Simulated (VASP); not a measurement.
Set up this calculation in VASP 6.6.1, as the native input.

| Item | Value |
| --- | --- |
| Task | relaxation of cell and atoms |
| Functional | LDA |
| Potentials or basis | VASP PAW LDA potentials, release 64 (Si, C) |
| Cutoff | 600 eV |
| k mesh | 10 × 10 × 10 |
| Occupations | fermi-dirac, width 0.05 eV |
| Spin | no spin polarisation |
| Further INCAR settings | ALGO = Normal; EDIFF = 1e-06; IBRION = 2; EDIFFG = -0.005; NSW = 40; ISIF = 3 |

The structure of SiC (Moissanite 3C) lies in POSCAR:

```
SiC
1.0
    0.0000000000      2.1790000000      2.1790000000
    2.1790000000      0.0000000000      2.1790000000
    2.1790000000      2.1790000000      0.0000000000
Si C
1 1
Direct
    0.0000000000      0.0000000000      0.0000000000
    0.7500000000      0.7500000000      0.7500000000
```

The input as run:

INCAR

```
PREC = Accurate ; ENCUT = 600
EDIFF = 1E-6 ; ISMEAR = -1
SIGMA = 0.05 ; LREAL = False
LASPH = True ; NELM = 80
ALGO = Normal ; ISIF = 3
LWAVE = False ; LCHARG = False
IBRION = 2 ; NSW = 40
EDIFFG = -0.005
```

KPOINTS

```
regular mesh
0
Gamma
  10 10 10
```

Potentials or basis: VASP PAW LDA potentials, release 64 (Si, C).

Launch:

```console
$ cat potpaw_LDA.64/Si/POTCAR potpaw_LDA.64/C/POTCAR > POTCAR
$ mpirun -np 1 vasp_std > vasp.out
```

It gave:

```json
{
 "Relaxed volume": "10.15 Å³/atom",
 "Relaxed cell": "a = 3.062 Å, b = 3.062 Å, c = 3.062 Å, α = 60.00°, β = 60.00°, γ = 60.00°",
 "Space group after relaxing (to 0.05 Å)": "F-43m (No. 216)",
 "Energy gained by relaxing": "2.6 meV/atom",
 "Ionic steps": "3",
 "Pressure after relaxing": "0.0 GPa",
 "Band gap on the k mesh": "1.29 eV, indirect (least direct gap 4.52 eV)"
}
```

It took 24 s on 1 thread of Intel(R) Xeon(R) Platinum 8375C CPU @ 2.90GHz (Ice Lake), on a shared host, peak memory 0.14 GiB.
